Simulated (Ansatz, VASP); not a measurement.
Au: VASP beside Ansatz

```xyz
2
Lattice="1.4401 -1.9848 0.0000 1.4401 1.9848 0.0000 0.0000 0.0000 6.4112" Properties=species:S:1:pos:R:3 pbc="T T T"
Au    0.0000    0.0000    1.9670
Au    0.0000    0.0000    4.4442
```

Alike in both runs: task single point; functional PBE; k mesh 8 × 8 × 4; occupations gaussian, width 0.1 eV; no spin polarisation.

```csv
,VASP,Ansatz
version,VASP 6.6.1,Ansatz 0.2.0
potentials or method,"VASP PAW PBE potentials, release 64 (Au)","scalar-relativistic, plane waves, PAW"
plane-wave cutoff (eV),520,420
valence electrons in the cell,22,38
```

```csv
,VASP,Ansatz,Ansatz less VASP
gap on the k mesh at the Fermi level (eV),none,none,-
rms of the force components (eV/Å),2.148,2.158,+0.0101
```

Atom by atom the forces differ by 0.010 eV/Å (rms over components). A gap of «none» marks a metal or a gap that the smearing closes. The two sets of potentials don't hold the same shells in valence.

Caveats: forces of over 1 eV/Å show positions far from the minimum, so gaps and moduli don't describe the material at rest. The runs have no spin-orbit coupling, so splittings on Au are missing.
